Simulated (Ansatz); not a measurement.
Crystal: MgS (Niningerite).

```
CELL_PARAMETERS angstrom
0.00000 2.60165 2.60165
2.60165 0.00000 2.60165
2.60165 2.60165 0.00000
ATOMIC_POSITIONS crystal
S 0.50000 0.50000 0.50000
Mg 0.00000 0.00000 0.00000
```

Base run:

```yaml
Program: Ansatz 0.2.0
Functional: PBE
Potentials_or_basis: all-electron LAPW, scalar-relativistic
Cutoff: 184 eV
Density_cutoff: 735 eV
Basis_error_allowed: 0.001 eV/atom
k_mesh: 9 × 9 × 9
Occupations: fermi-dirac, width 0.05 eV
Spin: no spin polarisation
```

Its results: band gap on the k mesh 2.92 eV, indirect (least direct gap 3.72 eV); pressure 1.2 GPa.

Problem. The run is repeated on the same cell with these changes: functional from PBE to PBEsol. What comes out?

Solution. Band gap on the k mesh 2.83 eV, indirect (least direct gap 3.59 eV); pressure -1.0 GPa.

PBEsol binds more tightly than PBE, so the same cell stands under less pressure.

Caveats: the mesh misses the band edges, which the band path finds closer together.

Not every run made on this cell is shown here.
